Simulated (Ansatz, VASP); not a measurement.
**One calculation of InPd, two programs**

Contents of INCAR:

```
SYSTEM = InPd
PREC     = Accurate       ! precision mode
ENCUT    = 600            ! plane-wave cutoff, eV
EDIFF    = 1E-6           ! SCF threshold, eV
ISMEAR   = -1             ! smearing method
SIGMA    = 0.05           ! smearing width, eV
LREAL    = .FALSE.        ! projectors in reciprocal space
LASPH    = .TRUE.         ! aspherical terms in the spheres
NELM     = 60             ! most SCF steps
ALGO     = Fast           ! electronic algorithm
ISIF     = 3              ! what is computed and relaxed
LWAVE    = .FALSE.        ! write WAVECAR
LCHARG   = .FALSE.        ! write CHGCAR
GGA      = RE             ! functional
IVDW     = 13             ! dispersion correction
IBRION   = 2              ! ionic algorithm
NSW      = 40             ! ionic steps
EDIFFG   = -0.005         ! ionic threshold
```

KPOINTS

```
regular mesh
0
G
  8 8 8
  0 0 0
```

POSCAR

```
InPd
1.0
    3.2718847800      0.0000000000      0.0000000000
    0.0000000000      3.2718847800      0.0000000000
    0.0000000000      0.0000000000      3.2718847800
In Pd
1 1
Direct
    0.0000000000      0.0000000000      0.0000000000
    0.5000000000      0.5000000000      0.5000000000
```

Contents of input.yaml:

```yaml
crystal:
  lattice:
    - [3.27188478, 0.0, 0.0]
    - [0.0, 3.27188478, 0.0]
    - [0.0, 0.0, 3.27188478]
  atoms:
    - { symbol: In, position: [0.0, 0.0, 0.0] }
    - { symbol: Pd, position: [0.5, 0.5, 0.5] }
hamiltonian:
  xc: revpbe
  pseudopotentials: { kind: paw }
  dispersion: d4
kpoints:
  mp_grid: { grid: [8, 8, 8] }
scf:
  occupations: { method: fermi_dirac, width: 0.05 }
output:
  forces: true
  stress: true
  eigenvalues: true
  write_density: true
  write_potential: true
  elf: true
  volumetric_format: npy
relax:
  f_tol: 0.01
  max_steps: 40
  cell: { stress_tol: 0.05 }
```

The cell comes from a database or a generator and needn't be the stable form of this composition.

Alike in both runs: task relaxation of cell and atoms; functional revPBE; dispersion D4; k mesh 8 × 8 × 8; occupations fermi-dirac, width 0.05 eV; no spin polarisation.

|  | VASP | Ansatz |
| --- | --- | --- |
| version | VASP 6.6.1 | Ansatz 0.2.0 |
| potentials or method | VASP PAW PBE potentials, release 64 (In_d, Pd) | Ansatz PAW |
| plane-wave cutoff (eV) | 600 | 420 |
| valence electrons in the cell | 23 | 31 |

|  | VASP | Ansatz | Ansatz less VASP |
| --- | --- | --- | --- |
| gap on the k mesh at the Fermi level, each at its own relaxed structure (eV) | none | none | - |
| relaxed volume (Å³/atom) | 17.45 | 17.45 | -0.005 |
| relaxed cell length with the largest relative difference (Å) | 3.268 | 3.268 | -0.0003 |

A gap of «none» marks a metal or a gap that the smearing closes. The two sets of potentials don't hold the same shells in valence.

Caveats: pairwise dispersion overbinds metals, which lowers pressure and volume; the PAW data sets were made with another functional, which shifts forces and pressure a little (VASP); the plane-wave basis is chosen anew once the cell has moved, so the energies of steps on either side of that aren't comparable (Ansatz); the PAW data sets come from PBE, with cores solved anew for the run's functional, which leaves a small shift of forces and pressure (Ansatz).
